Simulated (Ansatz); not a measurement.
# GaS: the cost of one run

Computed with Ansatz 0.2.0 (DFT PBE+D3(BJ), scalar-relativistic, plane waves, PAW, unless a step's input says otherwise).

## (1) The starting structure

The structure is hexagonal, space group P6_3/mmc (No. 194). Conventional cell: a = 3.590 Å, b = 3.590 Å, c = 15.450 Å, α = 90.00°, β = 90.00°, γ = 120.00°. Around Ga (site symmetry 3m) lie 3 S at 2.34 Å and 1 Ga at 2.45 Å. Around S (site symmetry 3m) lie 3 Ga at 2.34 Å.

Coordinates:

```cif
data_structure
_symmetry_space_group_name_H-M 'P 1'
_symmetry_Int_Tables_number 1
_cell_length_a 3.5901
_cell_length_b 3.5901
_cell_length_c 15.4503
_cell_angle_alpha 90.000
_cell_angle_beta 90.000
_cell_angle_gamma 120.000
_cell_volume 172.45
loop_
_atom_site_label
_atom_site_type_symbol
_atom_site_fract_x
_atom_site_fract_y
_atom_site_fract_z
_atom_site_occupancy
Ga1 Ga 0.33333 0.66667 0.17078 1
Ga2 Ga 0.66667 0.33333 0.67078 1
Ga3 Ga 0.33333 0.66667 0.32922 1
Ga4 Ga 0.66667 0.33333 0.82922 1
S1 S 0.33333 0.66667 0.60034 1
S2 S 0.66667 0.33333 0.10034 1
S3 S 0.33333 0.66667 0.89966 1
S4 S 0.66667 0.33333 0.39966 1
```

This cell was relaxed beforehand with the same method: volume 21.56 Å³/atom, gap on the mesh 1.57 eV.

## (2) Tight relaxation for the response runs

Response functions are second derivatives at a minimum, so forces and stress are first brought close to zero on the mesh and occupations that the response runs use.

The input, input.yaml:

```yaml
crystal:
  lattice:
    - [3.5900774674, 0.0, 0.0]
    - [-1.7950387337, 3.1090982884, 0.0]
    - [0.0, 0.0, 15.4502754489]
  atoms:
    - { symbol: Ga, position: [0.3333333333, 0.6666666667, 0.1707810931] }
    - { symbol: Ga, position: [0.6666666667, 0.3333333333, 0.6707810931] }
    - { symbol: Ga, position: [0.3333333333, 0.6666666667, 0.3292189069] }
    - { symbol: Ga, position: [0.6666666667, 0.3333333333, 0.8292189069] }
    - { symbol: S, position: [0.3333333333, 0.6666666667, 0.600344903] }
    - { symbol: S, position: [0.6666666667, 0.3333333333, 0.100344903] }
    - { symbol: S, position: [0.3333333333, 0.6666666667, 0.899655097] }
    - { symbol: S, position: [0.6666666667, 0.3333333333, 0.399655097] }
basis:
  ecutwfc: 420
kpoints:
  mp_grid: { grid: [9, 9, 2] }
hamiltonian:
  xc: pbe
  dispersion: d3bj
scf:
  occupations: { method: fixed }
output:
  forces: true
  stress: true
  eigenvalues: true
relax:
  adjacent_minimum: "off"
  f_tol: 0.001
  max_steps: 60
  cell: { stress_tol: 0.01 }
```

Run with:

```console
ansatz run input.yaml --threads 4 --pin off --max-ram 10240MiB --backend cpu --events-out ev --progress --plain --runs-dir out
```

Q: Estimate wall time and peak memory on 4 threads of Intel Xeon 6975P-C (Granite Rapids), shared host.

About 4.9 s, with a peak of 0.66 GiB.
